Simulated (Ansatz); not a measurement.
# Li (Im-3m) in Ansatz: convergence with k mesh

Aim: find how far k mesh must go before the results for Li settle, at PBE. This setting moves, with any that are tied to it; all else stays.

All numbers are computed with Ansatz 0.2.0; they aren't measurements. Logs are shortened: lines on timing, memory, paths and dates and some standing lists are left out, and cuts for length are marked.

## (1) The crystal as given

It takes space group Im-3m (No. 229, cubic). The conventional cell has a = 3.509 Å, b = 3.509 Å, c = 3.509 Å, α = 90.00°, β = 90.00°, γ = 90.00°. Li (site symmetry m-3m) is surrounded by 8 Li at 3.04 Å.

## (2) With k mesh 3 × 3 × 3

Input file input.yaml:

```yaml
crystal:
  lattice:
    - [-1.75465, 1.75465, 1.75465]
    - [1.75465, -1.75465, 1.75465]
    - [1.75465, 1.75465, -1.75465]
  atoms:
    - { symbol: Li, position: [0.0, 0.0, 0.0] }
hamiltonian:
  xc: pbe
  pseudopotentials: { kind: paw, level: accurate }
kpoints:
  mp_grid: { grid: [3, 3, 3] }
scf:
  occupations: { method: gaussian, width: 0.05 }
output:
  forces: true
  stress: true
  eigenvalues: true
```

Potentials or basis: Ansatz PAW earlier set.

On the command line:

```sh
$ ansatz run input.yaml --threads 2 --pin off --max-ram 5632MiB --backend cpu --events-out ev --progress --plain --runs-dir out
```

The program printed:

```text
Warning: RAYON_NUM_THREADS=2 ignored (pool sized by the plan → 2); use --threads N
Engine: ansatz 0.2.0, x86_64-unknown-linux-gnu
Pseudopotentials: kind: paw, level: accurate
Pseudopotential: Li, paw, valence charge 3, recommended cutoff 780 eV (high), Li.paw.azcp
Functional definition: PBE
  parameter kappa = 0.804
  parameter beta = 0.06672455060314922
  exchange = pbe_x(kappa = kappa, mu = beta*pi^2/3)
  correlation = pbe_c(beta = beta)
Crystal: 1 atoms, lattice volume = 21.609 Å³
Basis set: ecut = 780 eV, 1055 PW (Γ), exchange–correlation on 72×72×72 points (8 copies of the dense FFT grid, shifted against one another)
Bands: 6, of which v1, the nominal top of the filled ones, is band 2 counted from 1 (1 counted from 0)
Symmetry: 48 space group operations
Space group: Im-3m (ITA 229), of the structure as read, at distance tolerance 2.8e-5 Å
k-points: 4 of 27
Non-local potential: Li, projectors of the file, l = 0: 2, l = 1: 1, l = 2: 2
PAW form: soft (Blöchl's): semilocal exchange-correlation on the pseudo side does not see the compensation charge
PAW one-centre angular grid: Li, 110 points (default); XC on 64 Gauss nodes
Initial density: superposition of atomic densities (chi_scale 0.1, normalization cell)
Initial wavefunctions: pseudopotential atomic-orbital guess
Functional: x = pbe(κ = 0.804, μ = 0.2195149727645171), c = pbe(β = 0.06672455060314922)
SCF iter   1: F=—  HF=-204.842152 eV  |F-HF|=—  |Δ(HF+E_count)|=         —  Δρ=4.46e-3  dr2=3.78e-3  ethr=3.10e-3  ⟨swp⟩=4.8  Hψ=215  notcnv=0
preconditioner: auto → none  [insulator: Δε(μ)=2.185 eV  Ē_g=10.483 eV  σ=0.050 eV  W_gap=0.92  n_scr=0 (ndim 8)  ℏωp=8.0 eV  f_vac=0.000  D(μ)=1.93/eV (n_scr^D=18)  ε∞_Penn≈1.6]
SCF iter   2: F=—  HF=-204.848339 eV  |F-HF|=—  |Δ(HF+E_count)|=   6.19e-3  Δρ=1.77e-3  dr2=7.80e-4  ethr=1.26e-4  ⟨swp⟩=1.5  Hψ=60  notcnv=0
SCF iter   3: F=—  HF=-204.849059 eV  |F-HF|=—  |Δ(HF+E_count)|=   7.20e-4  Δρ=2.08e-4  dr2=3.22e-6  ethr=2.60e-5  ⟨swp⟩=2.0  Hψ=27  notcnv=0
SCF iter   4: F=—  HF=-204.849062 eV  |F-HF|=—  |Δ(HF+E_count)|=   2.17e-6  Δρ=5.17e-6  dr2=6.93e-9  ethr=3.33e-9  ⟨swp⟩=6.0  Hψ=143  notcnv=0
SCF iter   5: F=-204.849062 eV  HF=-204.849062 eV  |F-HF|=9.27e-11  |Δ(HF+E_count)|=   1.10e-9  Δρ=7.35e-7  dr2=3.62e-11  ethr=2.31e-10  ⟨swp⟩=1.8  Hψ=64  notcnv=0
SCF 1 converged in 5 iterations: F = -204.849062 eV  dr2 = 3.62e-11
SCF converged after 5 iterations
Free energy (F): -204.849062 eV
Harris-Foulkes:  -204.849062 eV  (|F-HF|=9.27e-11)
Internal energy: -204.846652 eV  (E = F + TS)
E sigma→0 (E₀):  -204.847857 eV
Entropy (-TS):   -0.002409 eV (-2.409 meV/atom)
Fermi energy:    1.417907 eV
--- Per-component energies (eV) ---
  E_band       = -92.540612
  E_kinetic    = 60.608571
  E_local      = -186.858070  (includes V_loc(G=0)·N_el)
  E_nonlocal   = -20.019396
  E_hartree    = 53.992083
  E_xc         = -22.094902
  E_vxc        = -28.357764  (∫ρ·V_xc dr)
  E_paw        = -23.277407  (= ΣΔE_a)
  E_vpaw       = -25.898160  (= ΣTr[D̂ρ^β])
  E_aug_tail   = 0.000064  (compensation charges beyond the density's cutoff)
  E_ewald      = -67.197595
  E_smearing   = -0.002409  (= −TS)
  E_closure    = -0.000000  (closes the sum)
  Σ components = -204.849062   (vs F -204.849062, Δ=0.00e0)
--- Forces (eV/Å), atoms counted from 1 ---
  atom   1  Li     0.00000000     0.00000000    -0.00000000
  max |Σ_I F_I| component: 1.98e-32 eV/Å
--- Stress (GPa, compression-positive) ---
       -1.386255       0.000000      -0.000000
       -0.000000      -1.386255      -0.000000
       -0.000000       0.000000      -1.386255
  P = ⅓ Tr σ = -1.3863 GPa (-13.863 kbar)
--- Band table (eV) ---
  k-point 0: bands = ["-45.8900", "-2.7588", "14.6789", "14.6789", "14.6789", "19.3259"]
  k-point 1: bands = ["-45.8788", "-0.7192", "6.6854", "11.2591", "12.5946", "14.5033"]
  k-point 2: bands = ["-45.8732", "2.9853", "2.9853", "6.4677", "10.8518", "19.1077"]
  k-point 3: bands = ["-45.8702", "1.4668", "7.3189", "7.3189", "9.5811", "12.4498"]
```

It took 0.51 s on 2 threads of Intel Xeon at 2.50GHz (Skylake/Cascade Lake), shared host; peak memory 0.27 GiB.

What came out:

```
Free energy            : -204.8491 eV
Pressure               : -1.4 GPa
Band gap on the k mesh : none (metal or under the smearing width)
```

## (3) With k mesh 4 × 4 × 4

input.yaml, as its differences from that of step 2:

```diff
@@ -11,3 +11,3 @@
 kpoints:
-  mp_grid: { grid: [3, 3, 3] }
+  mp_grid: { grid: [4, 4, 4] }
 scf:
```

Potentials or basis: Ansatz PAW earlier set.

On the command line:

```sh
$ ansatz run input.yaml --threads 2 --pin off --max-ram 5632MiB --backend cpu --events-out ev --progress --plain --runs-dir out
```

It took 0.58 s on 2 threads of Intel Xeon at 2.50GHz (Skylake/Cascade Lake), shared host; peak memory 0.27 GiB.

Results:

```yaml
Free_energy: -204.5503 eV
Pressure: -0.2 GPa
Band_gap_on_the_k_mesh: none (metal or under the smearing width)
```

## (4) With k mesh 5 × 5 × 5

input.yaml, as its differences from that of step 3:

```diff
@@ -11,3 +11,3 @@
 kpoints:
-  mp_grid: { grid: [4, 4, 4] }
+  mp_grid: { grid: [5, 5, 5] }
 scf:
```

On the command line:

```sh
$ ansatz run input.yaml --threads 2 --pin off --max-ram 5632MiB --backend cpu --events-out ev --progress --plain --runs-dir out
```

It took 0.58 s on 2 threads of Intel Xeon at 2.50GHz (Skylake/Cascade Lake), shared host; peak memory 0.27 GiB.

What came out:

- Free energy: -204.6854 eV
- Pressure: -0.8 GPa
- Band gap on the k mesh: none (metal or under the smearing width)

## (5) With k mesh 6 × 6 × 6

input.yaml, as its differences from that of step 4:

```diff
@@ -11,3 +11,3 @@
 kpoints:
-  mp_grid: { grid: [5, 5, 5] }
+  mp_grid: { grid: [6, 6, 6] }
 scf:
```

On the command line:

```sh
$ ansatz run input.yaml --threads 2 --pin off --max-ram 5632MiB --backend cpu --events-out ev --progress --plain --runs-dir out
```

It took 0.65 s on 2 threads of Intel Xeon at 2.50GHz (Skylake/Cascade Lake), shared host; peak memory 0.27 GiB.

What came out:

| Property | Result |
| --- | --- |
| Free energy | -204.6503 eV |
| Pressure | -0.7 GPa |
| Band gap on the k mesh | none (metal or under the smearing width) |

## (6) With k mesh 8 × 8 × 8

input.yaml, as its differences from that of step 5:

```diff
@@ -11,3 +11,3 @@
 kpoints:
-  mp_grid: { grid: [6, 6, 6] }
+  mp_grid: { grid: [8, 8, 8] }
 scf:
```

Potentials or basis: Ansatz PAW earlier set.

On the command line:

```sh
$ ansatz run input.yaml --threads 2 --pin off --max-ram 5632MiB --backend cpu --events-out ev --progress --plain --runs-dir out
```

Run time: 0.79 s. Hardware: 2 threads of Intel Xeon at 2.50GHz (Skylake/Cascade Lake), shared host; peak memory 0.28 GiB.

The run converged. Its results:

| Property | Result |
| --- | --- |
| Free energy | -204.6768 eV |
| Pressure | -0.7 GPa |
| Band gap on the k mesh | none (metal or under the smearing width) |

## (7) With k mesh 10 × 10 × 10

input.yaml, as its differences from that of step 6:

```diff
@@ -11,3 +11,3 @@
 kpoints:
-  mp_grid: { grid: [8, 8, 8] }
+  mp_grid: { grid: [10, 10, 10] }
 scf:
```

On the command line:

```sh
$ ansatz run input.yaml --threads 2 --pin off --max-ram 5632MiB --backend cpu --events-out ev --progress --plain --runs-dir out
```

Wall time 1 s (2 threads of Intel Xeon at 2.50GHz (Skylake/Cascade Lake), shared host); peak memory 0.29 GiB.

The run converged. Its results:

```
Free energy            : -204.6809 eV
Pressure               : -0.8 GPa
Band gap on the k mesh : none (metal or under the smearing width)
```

## (8) With k mesh 12 × 12 × 12

input.yaml, as its differences from that of step 7:

```diff
@@ -11,3 +11,3 @@
 kpoints:
-  mp_grid: { grid: [10, 10, 10] }
+  mp_grid: { grid: [12, 12, 12] }
 scf:
```

On the command line:

```sh
$ ansatz run input.yaml --threads 2 --pin off --max-ram 5632MiB --backend cpu --events-out ev --progress --plain --runs-dir out
```

Run time: 1.4 s. Hardware: 2 threads of Intel Xeon at 2.50GHz (Skylake/Cascade Lake), shared host; peak memory 0.31 GiB.

It converged, with:

```yaml
Free_energy: -204.6840 eV
Pressure: -0.8 GPa
Band_gap_on_the_k_mesh: none (metal or under the smearing width)
```

## (9) With k mesh 15 × 15 × 15

input.yaml, as its differences from that of step 8:

```diff
@@ -11,3 +11,3 @@
 kpoints:
-  mp_grid: { grid: [12, 12, 12] }
+  mp_grid: { grid: [15, 15, 15] }
 scf:
```

Potentials or basis: Ansatz PAW earlier set.

On the command line:

```sh
$ ansatz run input.yaml --threads 2 --pin off --max-ram 5632MiB --backend cpu --events-out ev --progress --plain --runs-dir out
```

It took 2.3 s on 2 threads of Intel Xeon at 2.50GHz (Skylake/Cascade Lake), shared host; peak memory 0.34 GiB.

It converged, with:

```
Free energy            : -204.6873 eV
Pressure               : -0.8 GPa
Band gap on the k mesh : none (metal or under the smearing width)
```

## (10) With k mesh 17 × 17 × 17

input.yaml, as its differences from that of step 9:

```diff
@@ -11,3 +11,3 @@
 kpoints:
-  mp_grid: { grid: [15, 15, 15] }
+  mp_grid: { grid: [17, 17, 17] }
 scf:
```

On the command line:

```sh
$ ansatz run input.yaml --threads 2 --pin off --max-ram 5632MiB --backend cpu --events-out ev --progress --plain --runs-dir out
```

Run time: 2.9 s. Hardware: 2 threads of Intel Xeon at 2.50GHz (Skylake/Cascade Lake), shared host; peak memory 0.36 GiB.

It converged, with:

```
Free energy            : -204.6873 eV
Pressure               : -0.8 GPa
Band gap on the k mesh : none (metal or under the smearing width)
```

## (11) The series at a glance

| k mesh | energy less the tightest run, at zero smearing (meV/atom) | pressure (GPa) | SCF cycles | CPU time (s) | peak memory (GiB) |
| --- | --- | --- | --- | --- | --- |
| 3 × 3 × 3 | -160.89 | -1.39 | 5 | 0.67 | 0.27 |
| 4 × 4 × 4 | 141.93 | -0.20 | 5 | 0.79 | 0.27 |
| 5 × 5 × 5 | 4.01 | -0.82 | 5 | 0.85 | 0.27 |
| 6 × 6 × 6 | 39.75 | -0.67 | 5 | 0.98 | 0.27 |
| 8 × 8 × 8 | 10.92 | -0.75 | 5 | 1.3 | 0.28 |
| 10 × 10 × 10 | 6.53 | -0.77 | 5 | 1.7 | 0.29 |
| 12 × 12 × 12 | 3.77 | -0.77 | 5 | 2.5 | 0.31 |
| 15 × 15 × 15 | 0.05 | -0.81 | 5 | 4 | 0.34 |
| 17 × 17 × 17 | 0.00 | -0.80 | 5 | 5.2 | 0.36 |

Against the tightest run, the energy stays within 1 meV/atom from 15 × 15 × 15 on; the pressure stays within 0.1 GPa from 8 × 8 × 8 on. Meshes of other sizes hit other points, so gaps and Fermi surfaces needn't settle smoothly. The tightest run that finished is the yardstick and may itself not be fully converged.
